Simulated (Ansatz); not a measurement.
# Ni (bcc): the equilibrium volume

At what volume is Ni (bcc) free of pressure? Whether the element takes this structure at low temperature is a separate question.

This is Ni in the bcc structure; at room conditions it is fcc.

Computed with Ansatz 0.2.0 (DFT PBE, scalar-relativistic, plane waves, PAW, unless a step's input says otherwise).

**1. The structure to begin with**

Symmetry: Im-3m, No. 229, cubic system. Conventional cell: a = 2.794 Å, b = 2.794 Å, c = 2.794 Å, α = 90.00°, β = 90.00°, γ = 90.00°. Ni (site symmetry m-3m) is surrounded by 8 Ni at 2.42 Å.

As a file:

```
CELL_PARAMETERS angstrom
-1.39691 1.39691 1.39691
1.39691 -1.39691 1.39691
1.39691 1.39691 -1.39691
ATOMIC_POSITIONS crystal
Ni 0.00000 0.00000 0.00000
```

The moments start at Ni 0.80 μB.

**2. The first run**

Contents of input.yaml:

```yaml
crystal:
  lattice:
    - [-1.3969149756, 1.3969149756, 1.3969149756]
    - [1.3969149756, -1.3969149756, 1.3969149756]
    - [1.3969149756, 1.3969149756, -1.3969149756]
  atoms:
    - { symbol: Ni, position: [0.0, 0.0, 0.0], spin: 0.8 }
basis:
  ecutwfc: 420
  ecutrho_ratio: 4
kpoints:
  mp_grid: { grid: [20, 20, 20] }
hamiltonian:
  xc: pbe
scf:
  occupations: { method: gaussian, width: 0.05 }
output:
  forces: true
  stress: true
  eigenvalues: true
  populations: true
magnetization:
  spin_polarized: true
```

After this run come: Next volume: 11.018 Å³/atom; A step to a new volume.

Before running it: what results should come out? Wanted: volume; pressure; conventional cell; gap on the mesh; spin moments in spheres.

The runs gave:

| quantity | value |
| --- | --- |
| volume | 10.991 Å³/atom |
| pressure | 0.00 GPa |
| conventional cell | a = 2.801 Å, b = 2.801 Å, c = 2.801 Å, α = 90.00°, β = 90.00°, γ = 90.00° |
| gap on the mesh | none (metal) |
| spin moments in spheres | Ni 0.61 μB |

**Reading.** From the first run shown, the volume went from 10.90 to 10.99 Å³/atom (+0.8 %) in 3 runs, where the pressure is zero within 0.01 GPa.
